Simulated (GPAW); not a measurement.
Set up this calculation in GPAW 26.7.0, as an ASE script.

* Task: band structure
* Functional: PBEsol
* Potentials or basis: PAW data sets generated in the run's folder for this functional
* Cutoff: 600 eV
* Basis: pw
* k mesh: 10 × 10 × 6
* Occupations: fermi-dirac, width 0.05 eV
* Spin: collinear spin, ferromagnetic start
* Starting moments: [2.0, 2.0] μB
* Hubbard terms: Co d U = 3 eV
* Maxiter: 150
* Band path: GMKGALHA,LM,KH
* Band points: 60

Crystal: Co.

```
Co
1.0
     2.47200    0.00000    0.00000
    -1.23600    2.14081    0.00000
     0.00000    0.00000    4.02114
Co
2
Cartesian
  1.2360 0.7136 3.0159
  0.0000 1.4272 1.0053
```

One way to write it, as run:

run.py

```python
from ase import Atoms
from ase.dft.bandgap import bandgap
from ase.io import write
from ase.units import GPa
from gpaw import GPAW, PW, setup_paths

setup_paths.insert(0, '.')

atoms = Atoms(['Co', 'Co'],
              cell=[[2.4719999032, 0.0, 0.0],
                    [-1.2359999516, 2.1408147143, 0.0],
                    [0.0, 0.0, 4.02114408]],
              scaled_positions=[[0.6666666667, 0.3333333333, 0.75],
                                [0.3333333333, 0.6666666667, 0.25]],
              pbc=True)
atoms.set_initial_magnetic_moments([2.0, 2.0])

calc = GPAW(mode=PW(600),
            xc='PBEsol',
            kpts={'size': (10, 10, 6), 'gamma': True},
            occupations={'name': 'fermi-dirac', 'width': 0.05},
            setups={'Co': ':d,3.0'},
            nbands=21,
            convergence={'density': 1e-05, 'energy': 1e-05},
            maxiter=150,
            txt='gpaw.txt')
atoms.calc = calc
energy = atoms.get_potential_energy()
forces = atoms.get_forces()
stress = atoms.get_stress()
calc.write('gs.gpw')
write('result.traj', atoms)
print(f'Energy: {energy:.6f} eV')
print('Forces (eV/A):')
print(forces.round(4))
print('Stress (GPa):', (stress / GPa).round(3))
print('Moments:', calc.get_magnetic_moments().round(3))
print('Fermi level:', round(calc.get_fermi_level(), 4), 'eV')
print(f'Gap: {bandgap(calc)[0]:.4f} eV, direct: {bandgap(calc, direct=True)[0]:.4f} eV')

path = atoms.cell.bandpath('GMKGALHA,LM,KH', npoints=60, eps=1e-4)
bs_calc = calc.fixed_density(kpts=path, symmetry='off', nbands=31,
                             convergence={'bands': 'CBM+6.0', 'eigenstates': 1e-6}, txt='bands.txt')
bs = bs_calc.band_structure()
bs.write('bs.json')
print(f'Gap on the path: {bandgap(bs_calc)[0]:.4f} eV')
```

Potentials or basis: PAW data sets generated in the run's folder for this functional, pw.

Command:

```sh
$ gpaw-setup -f PBEsol Co
$ OMP_NUM_THREADS=1 python run.py
```

It gave:

```
Pressure                : -0.5 GPa
Band gap along the path : none (metal or under the smearing width)
Net moment              : 3.60 μB per cell
Site moments            : Co +1.96 μB
```

Caveat: the U is typed as a test and isn't derived for this compound.

It took 60 s on 1 thread of Arm Neoverse V2, on a shared host, peak memory 0.24 GiB.
